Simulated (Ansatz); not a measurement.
# Cobalt, simple cubic under PBE: structure, energy and stiffness

The plan for cobalt in the simple cubic structure: relax it, solve it on a dense k-mesh, switch on spin-orbit coupling, then scale the cell to 7 volumes from 88 to 112 % of the relaxed one and try a fit of the equation of state. The start is antiferromagnetic (G-type). The k-meshes are 12×12×12 for the relaxation; 19×19×19 for the dense run; 12×12×12 for spin-orbit coupling; 19×19×19 for the volumes.

This is Co in the simple cubic structure; at room conditions it is hcp.

Method: DFT PBE, plane waves (420 eV) with PAW, scalar-relativistic, in Ansatz 0.2.0.

**1. Starting point**

The structure is cubic, space group Pm-3m (No. 221). The conventional cell has a = 2.287 Å, b = 2.287 Å, c = 2.287 Å, α = 90.00°, β = 90.00°, γ = 90.00°. Around Co (site symmetry m-3m) lie 6 Co at 2.29 Å.

Structure file:

```cif
data_structure
_symmetry_space_group_name_H-M 'Pm-3m'
_symmetry_Int_Tables_number 221
_cell_length_a 2.2868
_cell_length_b 2.2868
_cell_length_c 2.2868
_cell_angle_alpha 90.000
_cell_angle_beta 90.000
_cell_angle_gamma 90.000
_cell_volume 11.96
loop_
_atom_site_label
_atom_site_type_symbol
_atom_site_symmetry_multiplicity
_atom_site_Wyckoff_symbol
_atom_site_fract_x
_atom_site_fract_y
_atom_site_fract_z
_atom_site_occupancy
Co1 Co 1 a 0.00000 0.00000 0.00000 1
```

Starting moments (μB): +1.7, -1.7.

**2. Geometry optimisation**

File input.yaml:

```yaml
crystal:
  lattice:
    - [0.0, 2.286848805, 2.286848805]
    - [2.286848805, 0.0, 2.286848805]
    - [2.286848805, 2.286848805, 0.0]
  atoms:
    - { symbol: Co, position: [0.0, 0.0, 0.0], spin: 1.7 }
    - { symbol: Co, position: [0.5, 0.5, 0.5], spin: -1.7 }
hamiltonian:
  xc: pbe
  pseudopotentials:
    kind: paw
    azcp:
      Co: "pseudopotentials/Co.paw.azcp"
basis:
  ecutwfc: 420
  fft_grid_basis: typed
kpoints:
  mp_grid: { grid: [12, 12, 12], shift: [0, 0, 0] }
magnetization:
  spin_polarized: true
scf:
  occupations: { method: fermi_dirac, width: 0.05 }
relax:
  max_steps: 60
  f_tol: 0.01
  cell: {}
```

Further steps of the session: Dense single point; A two-component run at the same geometry; Equation of state: 88 %; Equation of state: 92 %; Equation of state: 96 %; Equation of state: 100 %; Equation of state: 104 %; Equation of state: 108 %; Equation of state: 112 %.

Before running it: what results should come out? Wanted: space group; conventional cell; volume; shortest distance; gap on the mesh; magnetic state; relative to hcp, ferromagnetic; magnetic state with spin-orbit coupling; V₀, B₀, B₀′.

The runs gave:

```
                               quantity                                  value
         space group (spins left aside)                        Pm-3m (No. 221)
                      conventional cell                            a = 2.282 Å
                                 volume                         11.885 Å³/atom
                      shortest distance                                2.282 Å
                        gap on the mesh           none (levels filled in part)
                         magnetic state  ferromagnetic, up to 1.72 μB per atom
         relative to hcp, ferromagnetic                          +813 meV/atom
magnetic state with spin-orbit coupling  ferromagnetic, up to 1.76 μB per atom
                            V₀, B₀, B₀′           12.814 Å³/atom, 124 GPa, 5.2
```

What this shows: From the guessed start the volume shrank by 0.6 % in 4 steps. It lies 813 meV/atom above the element's reference form at the same level (hcp, ferromagnetic, from a run of its own), so it is far from stable. The final state is ferromagnetic (largest moment 1.72 μB). That is not the order it started in. Levels at the Fermi energy are filled in part, as in a metal. In the spin-orbit run the largest spin moment goes from 1.72 to 1.76 μB; mesh and site projection of the two kinds of run can differ, so the change can't be laid on spin-orbit coupling. The total energy of the spin-orbit run lies -0.25 eV/atom from the scalar one, but the two kinds of run don't share a zero of energy: only differences within one kind count. The fitted modulus is 124 GPa. The symmetry was held, so the structure may be unstable against distortions that break it.
